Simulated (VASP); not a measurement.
Crystal: Al.

```xyz
1
Lattice="-1.5912 1.5912 1.5912 1.5912 -1.5912 1.5912 1.5912 1.5912 -1.5912" Properties=species:S:1:pos:R:3 pbc="T T T"
Al    0.0000    0.0000    0.0000
```

This isn't the form of Al at room conditions, which is fcc.

Program: VASP 6.6.1. Alike in all runs: no spin polarisation; cell as given.

Order these runs on this cell by their pressure, lowest first.
A. level LDA; potentials or basis VASP PAW LDA potentials, release 64 (Al); k mesh 12 × 12 × 12; cutoff (eV) 520; smearing gaussian 0.02 eV; mesh quality not flagged
B. level RPBE; potentials or basis VASP PAW PBE potentials, release 64 (Al_GW); k mesh 12 × 12 × 12; cutoff (eV) 550; smearing gaussian 0.02 eV; mesh quality not flagged
C. level PBE0; potentials or basis VASP PAW PBE potentials, release 64 (Al); k mesh 6 × 6 × 6; cutoff (eV) 520; smearing gaussian 0.01 eV; grid for exact exchange (PRECFOCK) Fast; exchange at q = 0 default; mesh quality coarse

A (0.6 GPa), C (3.2 GPa), B (5.2 GPa).

Caveats: some runs use coarse meshes; the PAW data sets were made with another functional, which shifts forces and pressure a little (some runs).

Runs at the PBE level aren't shown here.
